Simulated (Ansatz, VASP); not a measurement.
**One calculation of AlN, two programs**

The input INCAR:

```
SYSTEM = AlN
PREC     = Accurate       ! precision mode
ENCUT    = 520            ! plane-wave cutoff, eV
EDIFF    = 1E-7           ! SCF threshold, eV
ISMEAR   = 0              ! smearing method
SIGMA    = 0.05           ! smearing width, eV
LREAL    = .False.        ! projectors in reciprocal space
LASPH    = .True.         ! aspherical terms in the spheres
NELM     = 100            ! most SCF steps
ALGO     = Normal         ! electronic algorithm
ISIF     = 2              ! what is computed and relaxed
LWAVE    = .False.        ! write WAVECAR
LCHARG   = .False.        ! write CHGCAR
GGA      = CA             ! functional
NBANDS   = 16             ! bands
```

KPOINTS

```
regular mesh
0
Gamma
  9 9 6
  0 0 0
```

Contents of POSCAR:

```
AlN
1.0
    3.0115238416      0.0000000000      0.0000000000
   -1.5057619208      2.6080561509      0.0000000000
    0.0000000000      0.0000000000      4.8201746025
Al N
2 2
Direct
    0.3301182952      0.6602365904      0.0015212672
    0.6698817048      0.3397634096      0.5015212672
    0.3362022155      0.6724044311      0.3834787328
    0.6637977845      0.3275955689      0.8834787328
```

Input for Ansatz:

```yaml
crystal:
  lattice:
    - [3.0115238416, 0.0, 0.0]
    - [-1.5057619208, 2.6080561509, 0.0]
    - [0.0, 0.0, 4.8201746025]
  atoms:
    - { symbol: Al, position: [0.3301182952, 0.6602365904, 0.0015212672] }
    - { symbol: Al, position: [0.6698817048, 0.3397634096, 0.5015212672] }
    - { symbol: "N", position: [0.3362022155, 0.6724044311, 0.3834787328] }
    - { symbol: "N", position: [0.6637977845, 0.3275955689, 0.8834787328] }
basis:
  ecutwfc: 520.0
kpoints:
  mp_grid: { grid: [9, 9, 6] }
hamiltonian:
  xc: lda
scf:
  occupations: { method: gaussian, width: 0.05 }
output:
  forces: true
  stress: true
  eigenvalues: true
```

Change from the starting cell: mode 5 frozen in at -0.017 Å, equal normal strain along x, y and z -0.0250.

Alike in both runs: task single point; functional LDA; k mesh 9 × 9 × 6; occupations gaussian, width 0.05 eV; no spin polarisation.

|  | VASP | Ansatz |
| --- | --- | --- |
| version | VASP 6.6.1 | Ansatz 0.2.0 |
| potentials or method | VASP PAW LDA potentials, release 64 (Al, N) | scalar-relativistic, plane waves, PAW |
| plane-wave cutoff (eV) | 520 | 520 |
| valence electrons in the cell | 16 | 16 |

```csv
,VASP,Ansatz,Ansatz less VASP
gap on the k mesh at the Fermi level (eV),4.92,4.94,+0.024
least direct gap on the mesh (eV),5.12,5.11,-0.007
pressure (GPa),19.5,18.5,-0.94
largest component of the traceless stress (GPa),0.92,0.88,-0.042
rms of the force components (eV/Å),0.047,0.047,-0.0001
```

Atom by atom the forces differ by 0.001 eV/Å (rms over components).

Caveats: so large a pressure means that the cell lies far from this level's equilibrium, or that cutoff or potentials fall short (VASP); an odd mesh through Γ misses points on the zone boundary, where band edges often lie.
